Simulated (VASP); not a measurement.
Input of a VASP 6.6.1 run:

File INCAR:

```
SYSTEM = MoS2
PREC = Accurate
ENCUT = 600
EDIFF = 1E-7
ISMEAR = 0
SIGMA = 0.03
LREAL = .False.
LASPH = .True.
NELM = 80
ALGO = Normal
ISIF = 3
LWAVE = .False.
LCHARG = .False.
IBRION = 2
NSW = 90
EDIFFG = -0.005
KPAR = 2
```

The input KPOINTS:

```
regular mesh
0
Gamma
  12 12 3
  0 0 0
```

Contents of POSCAR:

```
MoS2                                    
1.0
    3.1240066815     -0.0000000000     -0.0000000000
   -1.5620033407      2.7054691478     -0.0000000000
    0.0000000000      0.0000000000     12.0745485866
  Mo              S             
     2     4
Direct
     0.3333333332999970    0.6666666667000030    0.2500000000000000
     0.6666666667000030    0.3333333332999970    0.7500000000000000
     0.3333333332999970    0.6666666667000030    0.6212407892581060
     0.6666666667000030    0.3333333332999970    0.1212407892581060
     0.3333333332999970    0.6666666667000030    0.8787592107418940
     0.6666666667000030    0.3333333332999970    0.3787592107418941
```

Potentials or basis: VASP PAW LDA potentials, release 64 (Mo_sv, S).

Launch:

```bash
$ cat potpaw_LDA.64/Mo_sv/POTCAR potpaw_LDA.64/S/POTCAR > POTCAR
$ mpirun -np 2 vasp_std > vasp.out
```

**Question.** Predict the relaxed cell.

**Answer.** a = 3.124 Å, b = 3.124 Å, c = 12.073 Å, α = 90.00°, β = 90.00°, γ = 120.00°.

**Question.** Estimate the space group after relaxing (to 0.05 Å).

**Answer.** P6_3/mmc (No. 194).

Final structure:
```
Mo S
1.0
     3.12361    0.00000    0.00000
    -1.56180    2.70512    0.00000
     0.00000    0.00000   12.07269
Mo S
2 4
Direct
  0.33333 0.66667 0.25000
  0.66667 0.33333 0.75000
  0.33333 0.66667 0.62125
  0.66667 0.33333 0.12125
  0.33333 0.66667 0.87875
  0.66667 0.33333 0.37875
```
